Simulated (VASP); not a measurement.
The system is FeS2 (Marcasite).

```
CELL_PARAMETERS angstrom
4.44000 0.00000 0.00000
0.00000 5.39000 0.00000
0.00000 0.00000 3.37000
ATOMIC_POSITIONS crystal
Fe 0.00000 0.00000 0.00000
Fe 0.50000 0.50000 0.50000
S 0.20300 0.37500 0.00000
S 0.29700 0.87500 0.50000
S 0.79700 0.62500 0.00000
S 0.70300 0.12500 0.50000
```

- Program: VASP 6.6.1
- Task: relaxation of cell and atoms
- Functional: LDA
- Potentials or basis: VASP PAW LDA potentials, release 64 (Fe, S)
- Cutoff: 420 eV
- k mesh: 6 × 5 × 8
- Occupations: gaussian, width 0.02 eV
- Spin: no spin polarisation

At the start: pressure -9.4 GPa; volume 13.44 Å³/atom.

**Question.** How do energy, volume and symmetry change on relaxing?

**Answer.** Over 10 steps the energy falls by 24.7 meV/atom and the volume is 12.71 Å³/atom (-5.4 %); space group Pnnm (No. 58, to 0.05 Å).

The path:
```
step  energy change (eV)  largest force (eV/Å)  pressure (GPa)  volume (Å³)
   1              0.0000                0.3227           -9.43        80.65
   2              0.0320                0.1682           13.39        71.76
   3             -0.1441                0.1308            0.03        76.23
   4             -0.1441                0.1261            0.25        76.14
   5             -0.1473                0.0516            0.15        76.19
   6             -0.1477                0.0312            0.12        76.22
   7             -0.1481                0.0074           -0.14        76.34
   8             -0.1482                0.0086           -0.07        76.30
   9             -0.1482                0.0010            0.06        76.25
  10             -0.1482                0.0035            0.02        76.27
```

Final structure:
```xyz
6
Lattice="4.3350 0.0000 0.0000 0.0000 5.2971 0.0000 0.0000 0.0000 3.3214" Properties=species:S:1:pos:R:3 pbc="T T T"
Fe    0.0000    0.0000    0.0000
Fe    2.1675    2.6486    1.6607
S     0.8971    1.9834    0.0000
S     1.2704    4.6319    1.6607
S     3.4379    3.3137    0.0000
S     3.0645    0.6652    1.6607
```
